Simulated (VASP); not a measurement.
Output of a VASP run:

File OSZICAR:
```
...
DAV:   6    -0.544862566689E+01    0.11913E+00   -0.16118E-01   272   0.191E+00    0.122E+00
DAV:   7    -0.542402036165E+01    0.24605E-01   -0.13912E-01   268   0.183E+00    0.596E-01
DAV:   8    -0.542739920518E+01   -0.33788E-02   -0.96545E-03   272   0.635E-01    0.847E-02
DAV:   9    -0.542777969855E+01   -0.38049E-03   -0.88212E-04   276   0.202E-01    0.755E-02
DAV:  10    -0.542787491155E+01   -0.95213E-04   -0.13907E-04   288   0.803E-02    0.138E-02
DAV:  11    -0.542787186332E+01    0.30482E-05   -0.40524E-05   264   0.321E-02    0.555E-03
DAV:  12    -0.542787232379E+01   -0.46047E-06   -0.38593E-06   276   0.139E-02
   1 F= -.54278723E+01 E0= -.54278723E+01  d E =-.542787E+01
       N       E                     dE             d eps       ncg     rms          rms(c)
DAV:   1    -0.553001337105E+01   -0.10214E+00   -0.16961E+00   240   0.740E+00    0.136E+00
DAV:   2    -0.545891995797E+01    0.71093E-01   -0.97278E-02   244   0.181E+00    0.583E-01
DAV:   3    -0.543872254950E+01    0.20197E-01   -0.63718E-02   240   0.138E+00    0.335E-01
DAV:   4    -0.543866422086E+01    0.58329E-04   -0.67440E-04   264   0.181E-01    0.297E-01
DAV:   5    -0.543854075568E+01    0.12347E-03   -0.61176E-04   268   0.150E-01    0.312E-02
DAV:   6    -0.543852170476E+01    0.19051E-04   -0.64078E-05   276   0.462E-02    0.298E-02
DAV:   7    -0.543851476685E+01    0.69379E-05   -0.11645E-05   280   0.234E-02    0.514E-02
DAV:   8    -0.543851687979E+01   -0.21129E-05   -0.18092E-06   240   0.868E-03    0.801E-03
DAV:   9    -0.543851862706E+01   -0.17473E-05   -0.52577E-07   152   0.455E-03    0.110E-02
DAV:  10    -0.543851780966E+01    0.81740E-06   -0.10620E-07   144   0.250E-03
   2 F= -.54385178E+01 E0= -.54385178E+01  d E =-.106455E-01
       N       E                     dE             d eps       ncg     rms          rms(c)
DAV:   1    -0.555673782890E+01   -0.11822E+00   -0.21237E+00   240   0.823E+00    0.152E+00
DAV:   2    -0.546714922179E+01    0.89589E-01   -0.12402E-01   244   0.202E+00    0.650E-01
DAV:   3    -0.544197187342E+01    0.25177E-01   -0.79707E-02   240   0.154E+00    0.373E-01
DAV:   4    -0.544189032371E+01    0.81550E-04   -0.83755E-04   264   0.202E-01    0.332E-01
DAV:   5    -0.544172789102E+01    0.16243E-03   -0.79062E-04   268   0.169E-01    0.351E-02
DAV:   6    -0.544170447521E+01    0.23416E-04   -0.86429E-05   260   0.526E-02    0.349E-02
DAV:   7    -0.544169680184E+01    0.76734E-05   -0.14513E-05   268   0.262E-02    0.601E-02
DAV:   8    -0.544169927851E+01   -0.24767E-05   -0.19816E-06   228   0.938E-03    0.111E-02
DAV:   9    -0.544170149110E+01   -0.22126E-05   -0.67330E-07   140   0.524E-03    0.130E-02
DAV:  10    -0.544170061281E+01    0.87829E-06   -0.12449E-07   120   0.274E-03
   3 F= -.54417006E+01 E0= -.54417006E+01  d E =-.138283E-01
       N       E                     dE             d eps       ncg     rms          rms(c)
DAV:   1    -0.544354682480E+01   -0.18453E-02   -0.32948E-02   240   0.104E+00    0.191E-01
DAV:   2    -0.544215504924E+01    0.13918E-02   -0.19067E-03   244   0.251E-01    0.807E-02
DAV:   3    -0.544177025310E+01    0.38480E-03   -0.12249E-03   240   0.190E-01    0.470E-02
DAV:   4    -0.544177038228E+01   -0.12919E-06   -0.13833E-05   264   0.260E-02    0.390E-02
DAV:   5    -0.544177041275E+01   -0.30466E-07   -0.11387E-05   272   0.203E-02    0.370E-03
DAV:   6    -0.544177091352E+01   -0.50077E-06   -0.10548E-06   144   0.615E-03
   4 F= -.54417709E+01 E0= -.54417709E+01  d E =-.138986E-01
```

File OUTCAR:
```
------------------------ aborting loop because EDIFF is reached ----------------------------------------
  FORCE on cell =-STRESS in cart. coord.  units (eV):
  Direction    XX          YY          ZZ          XY          YZ          ZX
  --------------------------------------------------------------------------------------
  Total       -0.0019969     -0.0019969     -0.0019969      0.0000000      0.0000000      0.0000000
  in kB       -0.0314379     -0.0314379     -0.0314379      0.0000000      0.0000000      0.0000000
  external PRESSURE =      -0.0314379 kB  Pullay stress =       0.0000000 kB
  volume of cell :      101.77
      direct lattice vectors                 reciprocal lattice vectors
     4.668784600 -0.000000000  0.000000000     0.214188506 -0.000000000  0.000000000
     0.000000000  4.668784600  0.000000000     0.000000000  0.214188506 -0.000000000
    -0.000000000  0.000000000  4.668784600    -0.000000000  0.000000000  0.214188506
 POSITION                                       TOTAL-FORCE (eV/Angst)
 -----------------------------------------------------------------------------------
      0.00000      0.00000      0.00000         0.000000     -0.000000      0.000000
      2.33439      2.33439      2.33439        -0.000000      0.000000      0.000000
 -----------------------------------------------------------------------------------
    total drift:                                0.000000     -0.000000     -0.000000
  FREE ENERGIE OF THE ION-ELECTRON SYSTEM (eV)
  ---------------------------------------------------
  free  energy   TOTEN  =        -5.4417709135 eV

  energy  without entropy=       -5.4417709135  energy(sigma->0) =       -5.44177091

 reached required accuracy - stopping structural energy minimisation
```
(Selected blocks of OUTCAR.)

**POSCAR**
```
CsI
1
    4.5700000000     0.0000000000     0.0000000000
    0.0000000000     4.5700000000     0.0000000000
    0.0000000000     0.0000000000     4.5700000000
Cs I
1 1
Direct
  0.0000000000   0.0000000000   0.0000000000
  0.5000000000   0.5000000000   0.5000000000
```

**Question.** Write an INCAR and KPOINTS that could have produced this output.

**Answer.** Several could match; the one computed here: the input of the run itself, PBE GGA, plane waves, VASP's PBE PAW potentials (set 64).

KPOINTS:
```
kpoints
0
G
5 5 5
0 0 0
```

**INCAR**
```
SYSTEM = CsI
PREC = Accurate
ENCUT = 400
EDIFF = 1E-6
NELM = 100
ALGO = Normal
LREAL = .FALSE.
LASPH = .TRUE.
ISMEAR = 0
SIGMA = 0.05
GGA = PE
LMAXMIX = 4
LWAVE = .FALSE.
LCHARG = .FALSE.
IBRION = 2
ISIF = 3
NSW = 60
EDIFFG = -0.01
```

POTCAR, in this order: Cs_sv I (PBE.64 set). Program: vasp_std.

Energy and stress use the plane-wave basis of the starting cell.

The compound is CsI in the CsCl type structure. This run relaxes it. Symmetry was kept, so distortions that lower it aren't found.
